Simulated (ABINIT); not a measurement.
# A GW chain in ABINIT: GaN (P6_3mc)

Wanted: ground state, empty states, screening and self-energy for GaN (P6_3mc).

Method: PBE and many-body steps on it, plane waves, in ABINIT 10.8.3.

The database entry behind the starting cell differs from later determinations by our own check (about 0.3 % short, ideal inner coordinate), so it need not match the best structure at ambient conditions.

### 1. Set-up

It takes space group P6_3mc (No. 186, hexagonal). Conventional cell: a = 3.180 Å, b = 3.180 Å, c = 5.166 Å, α = 90.00°, β = 90.00°, γ = 120.00°. Ga has 4 N at 1.94 to 1.95 Å nearest. N has 4 Ga at 1.94 to 1.95 Å nearest. Farther neighbours and most contacts between anions are not listed.

Structure file:

```cif
data_structure
_symmetry_space_group_name_H-M 'P 1'
_symmetry_Int_Tables_number 1
_cell_length_a 3.1800
_cell_length_b 3.1800
_cell_length_c 5.1660
_cell_angle_alpha 90.000
_cell_angle_beta 90.000
_cell_angle_gamma 120.000
_cell_volume 45.24
loop_
_atom_site_label
_atom_site_type_symbol
_atom_site_fract_x
_atom_site_fract_y
_atom_site_fract_z
_atom_site_occupancy
Ga1 Ga 0.33333 0.66667 0.00000 1
Ga2 Ga 0.66667 0.33333 0.50000 1
N3 N 0.33333 0.66667 0.37500 1
N4 N 0.66667 0.33333 0.87500 1
```

The cell and positions come from the Crystallography Open Database and are kept as given unless a step says otherwise.

### 2. Ground state

This step: ABINIT 10.8.3; DFT, PBE, plane waves, norm-conserving pseudopotentials.

The ground-state density comes first.

File run.abi:

```
acell 3*1.0 Angstrom
rprim 
  3.179999999980 0.000000000005 0.000000000000
  -1.589999999994 2.753960784015 0.000000000000
  0.000000000000 0.000000000000 5.166000000000
ntypat 2
znucl 31 7
natom 4
typat 1 1 2 2
xred 
  0.333333333333 0.666666666667 0.000000000000
  0.666666666667 0.333333333333 0.500000000000
  0.333333333333 0.666666666667 0.375000000000
  0.666666666667 0.333333333333 0.875000000000
pp_dirpath "pseudos"
pseudos "Ga.upf, N.upf"
ecut 45
ngkpt 6 6 4
nshiftk 1
shiftk 0 0 0
kptopt 1
chksymbreak 0
nband 32
occopt 1
tolvrs 1e-10
nstep 60
prtwf 0
optforces 0
optstress 0
indata_prefix "in"
outdata_prefix "out"
tmpdata_prefix "tmp"
```

Command:

```sh
> OMP_NUM_THREADS=1 mpirun -n 8 abinit run.abi > log
```

Numbers of over 12 decimals in the logs are rounded to 6 here.

The program printed:

```text
.Version 10.8.3 of ABINIT. v10.8.2 released Aug 2026.

 Symmetries : space group P6_3 m c (#186); Bravais hP (primitive hexag.)
================================================================================
 Values of the parameters that define the memory need of the present run
     intxc =       0    ionmov =       0      iscf =       7    lmnmax =       6
     lnmax =       6     mgfft =      60  mpssoang =       3    mqgrid =    3001
     natom =       4  nloc_mem =       1    nspden =       1   nspinor =       1
    nsppol =       1      nsym =      12    n1xccc =    2501    ntypat =       2
    occopt =       1   xclevel =       2
-    mband =          32        mffmem =           1         mkmem =           3
       mpw =        4428          nfft =       96000          nkpt =          21
================================================================================
  Rough estimation (10% accuracy) of disk space for files :
================================================================================

--------------------------------------------------------------------------------
------------- Echo of variables that govern the present computation ------------
--------------------------------------------------------------------------------
 -outvars: echo values of preprocessed input variables --------
            acell      1.8897261259E+00  1.8897261259E+00  1.8897261259E+00 Bohr

      chksymbreak           0
             ecut      4.50000000E+01 Hartree
-          fftalg         312

              ixc     -101130
              kpt      0.00000000E+00  0.00000000E+00  0.00000000E+00
                       1.66666667E-01  0.00000000E+00  0.00000000E+00
                       3.33333333E-01  0.00000000E+00  0.00000000E+00
                       5.00000000E-01  0.00000000E+00  0.00000000E+00
                       1.66666667E-01  1.66666667E-01  0.00000000E+00
                       3.33333333E-01  1.66666667E-01  0.00000000E+00
                       3.33333333E-01  3.33333333E-01  0.00000000E+00
                       0.00000000E+00  0.00000000E+00  2.50000000E-01
                       1.66666667E-01  0.00000000E+00  2.50000000E-01
   [... 10 further rows ...]
                       3.33333333E-01  1.66666667E-01  5.00000000E-01
                       3.33333333E-01  3.33333333E-01  5.00000000E-01
         kptrlatt        6    0    0      0    6    0      0    0    4
          kptrlen      3.60559745E+01
P           mkmem           3
            natom           4
            nband          32
            ngfft          40      40      60
             nkpt          21
            nstep          60
             nsym          12
           ntypat           2
              occ      2.000000  2.000000  2.000000  2.000000  2.000000  2.000000
                       2.000000  2.000000  2.000000  2.000000  2.000000  2.000000
                       2.000000  2.000000  2.000000  2.000000  2.000000  2.000000
                       2.000000  2.000000  2.000000  2.000000  2.000000  2.000000
                       2.000000  2.000000  0.000000  0.000000  0.000000  0.000000
                       0.000000  0.000000
        optforces           0
        optstress           0
            prtwf           0
            rprim      3.1800000000E+00  5.0000000000E-12  0.0000000000E+00
[...]
spgroup         186

           tolvrs      1.00000000E-10

             xred      3.3333333333E-01  6.6666666667E-01  1.1102230246E-16
[...]
znucl       31.00000    7.00000

================================================================================

 chkinp: Checking input parameters for consistency.

================================================================================
== DATASET  1 ==================================================================
-   mpi_nproc: 8, omp_nthreads: 1 (-1 if OMP is not activated)

--- !DatasetInfo
iteration_state: {dtset: 1, }
dimensions: {natom: 4, nkpt: 21, mband: 32, nsppol: 1, nspinor: 1, nspden: 1, mpw: 4428, }
cutoff_energies: {ecut:  45.0, pawecutdg:  -1.0, }
electrons: {nelect:   5.20000000E+01, charge:   0.00000000E+00, occopt:   1.00000000E+00, tsmear:   1.00000000E-02, }

 Real(R)+Recip(G) space primitive vectors, cartesian coordinates (Bohr,Bohr^-1):
 R(1)=  6.0093291  0.0000000  0.0000000  G(1)=  0.1664079  0.0960757  0.0000000
 R(2)= -3.0046645  5.2042316  0.0000000  G(2)=  0.0000000  0.1921513  0.0000000
 R(3)=  0.0000000  0.0000000  9.7623252  G(3)=  0.0000000  0.0000000  0.1024346
 Unit cell volume ucvol=  3.0530638E+02 bohr^3
 Angles (23,13,12)=  9.00000000E+01  9.00000000E+01  1.20000000E+02 degrees

 getcut: wavevector=  0.0000  0.0000  0.0000  ngfft=  40  40  60
         ecut(hartree)=     45.000   => boxcut(ratio)=   2.03529

--- Pseudopotential description ------------------------------------------------
- Ga Generated using ONCVPSP code by D. R. Hamann
- 31.00000  21.00000  171031                  znucl, zion, pspdat
12 -101130 2 -1 1902                          pspcod,pspxc,lmax,lloc,mmax
     nproj     2     2     2
  pspatm : epsatm=   21.85474337
         --- l  ekb(1:nproj) -->
[...]
pspatm: atomic psp has been read  and splines computed

- N Generated using ONCVPSP code by D. R. Hamann
-  7.00000   5.00000  171031                  znucl, zion, pspdat
12 -101130 1 -1 1058                          pspcod,pspxc,lmax,lloc,mmax
     nproj     2     2     0
  pspatm : epsatm=    5.20977870
         --- l  ekb(1:nproj) -->
[...]
pspatm: atomic psp has been read  and splines computed

   2.81471030E+03                                ecore*ucvol(ha*bohr**3)
--------------------------------------------------------------------------------

_setup2: Arith. and geom. avg. npw (full set) are    4401.646    4401.635

================================================================================

--- !BeginCycle
iteration_state: {dtset: 1, }
solver: {iscf: 7, nstep: 60, nline: 4, wfoptalg: 0, }
tolerances: {tolvrs: 1.00E-10, }

     iter   Etot(hartree)      deltaE(h)  residm     vres2
 ETOT  1  -514.92082250196    -5.149E+02 7.161E-01 2.271E+03
 ETOT  2  -516.81090997342    -1.890E+00 8.366E-02 3.234E+03
 ETOT  3  -517.42688839870    -6.160E-01 6.563E-02 5.643E+01
 ETOT  4  -517.43207228461    -5.184E-03 6.894E-02 3.072E+01
 ETOT  5  -517.43527471752    -3.202E-03 8.294E-03 6.044E+00
 ETOT  6  -517.43636040844    -1.086E-03 2.939E-03 2.488E-01
 ETOT  7  -517.43640550943    -4.510E-05 9.695E-04 4.025E-02
 ETOT  8  -517.43641252824    -7.019E-06 2.041E-04 4.116E-03
 ETOT  9  -517.43641328477    -7.565E-07 3.526E-04 4.026E-05
 ETOT 10  -517.43641329432    -9.552E-09 8.301E-04 1.434E-07
 ETOT 11  -517.43641329437    -4.638E-11 1.060E-03 3.490E-09
 ETOT 12  -517.43641329437    -6.366E-12 1.318E-03 6.206E-11

 At SCF step   12       vres2   =  6.21E-11 < tolvrs=  1.00E-10 =>converged.

--- !ResultsGS
iteration_state: {dtset: 1, }
comment   : Summary of ground state results
lattice_vectors:
- [  6.0093291,   0.0000000,   0.0000000, ]
- [ -3.0046645,   5.2042316,   0.0000000, ]
- [  0.0000000,   0.0000000,   9.7623252, ]
lattice_lengths: [   6.00933,    6.00933,    9.76233, ]
lattice_angles: [ 90.000,  90.000, 120.000, ] # degrees, (23, 13, 12)
lattice_volume:   3.0530638E+02
convergence: {deltae: -6.366E-12, res2:  6.206E-11, residm:  1.318E-03, diffor:  0.000E+00, }
etotal    :  -5.17436413E+02
entropy   :   0.00000000E+00
fermie    :   2.58513345E-01
cartesian_stress_tensor: null
pressure_GPa: null
xred      :
- [  3.3333E-01,   6.6667E-01,   1.1102E-16, Ga]
- [  6.6667E-01,   3.3333E-01,   5.0000E-01, Ga]
- [  3.3333E-01,   6.6667E-01,   3.7500E-01,  N]
- [  6.6667E-01,   3.3333E-01,   8.7500E-01,  N]
cartesian_forces: null
force_length_stats: {min: null, max: null, mean: null, }

 Integrated electronic density in atomic spheres:
 ------------------------------------------------
 Atom  Sphere_radius  Integrated_density
[...]
4        2.00000          5.27233740
================================================================================

 ----iterations are completed or convergence reached----

 Mean square residual over all n,k,spin=   20.858E-07; max=  13.185E-04
 reduced coordinates (array xred) for    4 atoms
       0.333333333333      0.666666666667      0.000000000000
       0.666666666667      0.333333333333      0.500000000000
       0.333333333333      0.666666666667      0.375000000000
       0.666666666667      0.333333333333      0.875000000000
 rms dE/dt=  0.0000E+00; max dE/dt=  0.0000E+00; dE/dt below (all hartree)
    1       0.000000000000      0.000000000000      0.000000000000
    2       0.000000000000      0.000000000000      0.000000000000
    3       0.000000000000      0.000000000000      0.000000000000
    4       0.000000000000      0.000000000000      0.000000000000

 cartesian coordinates (angstrom) at end:
    1     -2.67e-12     1.835974     0.000000
    2      1.590000     0.917987     2.583000
    3     -2.67e-12     1.835974     1.937250
    4      1.590000     0.917987     4.520250
 length scales=  1.889726125908  1.889726125908  1.889726125908 bohr
              =  1.000000000000  1.000000000000  1.000000000000 angstroms
 prteigrs : about to open file out_EIG
 Fermi (or HOMO) energy (hartree) =   0.25851   Average Vxc (hartree)=  -0.43328
 Eigenvalues (hartree) for nkpt=  21  k points:
 kpt#   1, nband= 32, wtk=  0.00694, kpt=  0.0000  0.0000  0.0000 (reduced coord)
  -4.97080   -4.97080   -3.15811   -3.15802   -3.15802   -3.15797   -3.15797   -3.15792
  -0.33112   -0.29782   -0.24001   -0.23911   -0.23911   -0.23703   -0.23703   -0.23002
  -0.23002   -0.22652   -0.22652   -0.17866   -0.00361    0.21957    0.21957    0.25628
   0.25851    0.25851    0.33182    0.41761    0.59872    0.62503    0.62503    0.65916
 prteigrs : prtvol=0 or 1, do not print more k-points.

--- !EnergyTerms
iteration_state     : {dtset: 1, }
comment             : Components of total free energy in Hartree
kinetic             :  2.55484593629466E+02
hartree             :  2.00277848685249E+02
xc                  : -5.79576865800780E+01
Ewald energy        : -2.71479429302164E+02
psp_core            :  9.21929742789184E+00
local_psp           : -5.32238395718160E+02
non_local_psp       : -1.20742641436577E+02
total_energy        : -5.17436413294373E+02
total_energy_eV     : -1.40801620998882E+04
band_energy         : -6.17472971762668E+01

== END DATASET(S) ==============================================================
================================================================================

 -outvars: echo values of variables after computation  --------
           etotal     -5.1743641329E+02
            nband          32
             nkpt          21
          spgroup         186
 [... the other variables as echoed above ...]

 Calculation completed.
```

Wall time 19 s (8 MPI ranks of AMD EPYC 7B13 (Zen 3), shared host); peak memory 0.77 GiB; 2.5 min of CPU time.

This step gave:

| Property | Result |
| --- | --- |
| total energy | -14080.1621 eV |
| gap | 1.995 eV |
| k of the valence top | 0, 0, 0 |
| k of the conduction bottom | 0, 0, 0 |
| least direct gap | 1.995 eV |

The gap is direct, at Γ.

[end of part 1 of 3]

[Paths, hosts, dates, memory and timing lines, banners, echoed tables and standing remarks are left out of the program output.]

[Logs are printed without paths, hosts, clocks, repeated set-up lines and the standing remarks that a program may print on its own settings, such as how far it seeks lower states.]

[Runs of the session that timed out or met a known fault of the program may be left out.]

[Hosts, paths, dates, database ids (printed as entryN), source tags and the programs' standing remarks are cut or masked in the printed files.]

[G0W0 gaps are taken among the corrected bands and points alone; a level outside them can change the order at an edge.]

[Where Ansatz stands beside ABINIT at settings called matched, ABINIT's density can come from a denser mesh and the files from another edition; pairs whose starting gaps differed by over 0.03 eV were left out, so agreement reads better than it is.]
